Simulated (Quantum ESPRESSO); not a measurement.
Crystal: TePb.

```
Pb Te
1.0
     4.00229    0.00000    0.00000
     0.00000    4.00229    0.00000
     0.00000    0.00000    4.00229
Pb Te
1 1
Direct
  0.00000 0.00000 0.00000
  0.50000 0.50000 0.50000
```

Measurements of this composition are mostly on another form, of space group No. 225.

Base run:

| Item | Value |
| --- | --- |
| Program | Quantum ESPRESSO 7.5 |
| Functional | PBEsol |
| Potentials or basis | PseudoDojo 0.4.1 SR PBEsol standard |
| Cutoff | 1088 eV |
| Density cutoff | 4354 eV |
| k mesh | 7 × 7 × 7 |
| Occupations | fermi-dirac, width 0.05 eV |
| Spin | no spin polarisation |

Its results: band gap on the k mesh none (metal or under the smearing width); pressure -2.7 GPa.

Q: The run is repeated on the same cell with these changes: functional from PBEsol to PBE; potentials or basis from PseudoDojo 0.4.1 SR PBEsol standard to PseudoDojo 0.4.1 SR PBE standard. What comes out?

A: Band gap on the k mesh none (metal or under the smearing width); pressure 0.0 GPa.

Caveats: spin-orbit coupling is left out, which moves the levels of the heavy elements; some levels on the path didn't converge (some runs).
